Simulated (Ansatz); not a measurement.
A calculation with Ansatz 0.2.0 of Ba (ASE script, Cartesian positions):

The input run.py:

```python
import json

import ase.io
import numpy as np
from ase.calculators.calculator import CalculationFailed, Calculator
from ase.stress import full_3x3_to_voigt_6_stress
from ase.units import GPa

import ansatz as az

class AnsatzCalculator(Calculator):
    implemented_properties = ["energy", "free_energy", "forces", "stress", "magmom"]

    def calculate(self, atoms, properties, system_changes):
        super().calculate(atoms, properties, system_changes)
        structure = atoms.copy()
        structure.set_constraint()
        structure.set_momenta(None)
        structure.set_masses(None)
        outcome = (
            az.Crystal.from_ase(structure)
            .calculation()
            .basis(xc_grid=3)
            .kpoints(7, 7, 7)
            .functional("mr2scan")
            .pseudopotentials(kind="paw")
            .scf(tolerance=2e-10)
            .occupations(method="fermi_dirac", width=0.05)
            .forces()
            .stress()
            .run(threads=2)
        )
        if not outcome.report["converged"]:
            raise CalculationFailed("SCF not converged")
        report = outcome.report
        self.results = {
            "free_energy": report["lagrangian_ev"],
            "energy": report["lagrangian_ev"],
            "forces": np.array(report["forces_ev_ang"]),
            "stress": -GPa * full_3x3_to_voigt_6_stress(report["stress_gpa"]),
            "magmom": report["magnetization_mub"],
        }

np.set_printoptions(precision=5, suppress=True, linewidth=110)
atoms = ase.io.read("Ba.xyz")
atoms.calc = AnsatzCalculator()
print(f"free energy {atoms.get_potential_energy():.6f} eV")
print("forces (eV/A)", atoms.get_forces(), sep="\n")
print("stress (GPa, Voigt, tension positive)", atoms.get_stress() / GPa, sep="\n")
print(f"moment {atoms.get_magnetic_moment():.4f} muB")
```

Ba.xyz

```xyz
1
Lattice="0.0000000000 3.2326650028 3.2326650028 3.2326650028 0.0000000000 3.2326650028 3.2326650028 3.2326650028 0.0000000000" Properties=species:S:1:pos:R:3 pbc="T T T"
Ba     0.0000000000      0.0000000000      0.0000000000
```

Potentials or basis: Ansatz PAW.

Launch:

```console
$ python run.py
```

This isn't the form of Ba at room conditions, which is bcc.

Q: Write the same calculation in another form: native input, structure typed inline.

A: As run:

input.yaml

```yaml
crystal:
  lattice:
    - [0.0, 3.2326650028, 3.2326650028]
    - [3.2326650028, 0.0, 3.2326650028]
    - [3.2326650028, 3.2326650028, 0.0]
  atoms:
    - { symbol: Ba, position: [0.0, 0.0, 0.0] }
hamiltonian:
  xc: mr2scan
  pseudopotentials: { kind: paw }
kpoints:
  mp_grid: { grid: [7, 7, 7] }
scf:
  occupations: { method: fermi_dirac, width: 0.05 }
output:
  forces: true
  stress: true
  eigenvalues: true
```

Potentials or basis: Ansatz PAW.

Run with:

```console
$ ansatz run input.yaml --threads 2 --pin off --max-ram 5120MiB --backend cpu --events-out ev --progress --plain --runs-dir out
```

Both were run:

|  | ASE script, Cartesian positions | native input, structure typed inline |
| --- | --- | --- |
| Pressure | 0.0 GPa | 0.0 GPa |

Keys that steer only the numerical path or the files written may differ.

Caveat: the PAW data sets come from PBE, with cores solved anew for the run's functional, which leaves a small shift of forces and pressure.
